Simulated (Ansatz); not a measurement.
K:

```xyz
1
Lattice="-2.6976 2.6976 2.6976 2.6976 -2.6976 2.6976 2.6976 2.6976 -2.6976" Properties=species:S:1:pos:R:3 pbc="T T T"
K     0.0000    0.0000    0.0000
```

Base run:

```yaml
Program: Ansatz 0.2.0
Functional: LDA
Potentials_or_basis: Ansatz PAW
Cutoff: "420 eV (not typed: the program's choice for these potentials)"
k_mesh: 7 × 7 × 7
Occupations: gaussian, width 0.1 eV
Spin: no spin polarisation
```

Its results: band gap on the k mesh none (metal or under the smearing width); pressure -0.6 GPa.

Task: The run is repeated on the same cell with these changes: functional from LDA to RPBE; occupations from gaussian, width 0.1 eV to gaussian, width 0.05 eV. What comes out?

Result: Band gap on the k mesh none (metal or under the smearing width); pressure 0.1 GPa.

Caveats: the PAW data sets come from PBE, with cores solved anew for the run's functional, which leaves a small shift of forces and pressure.
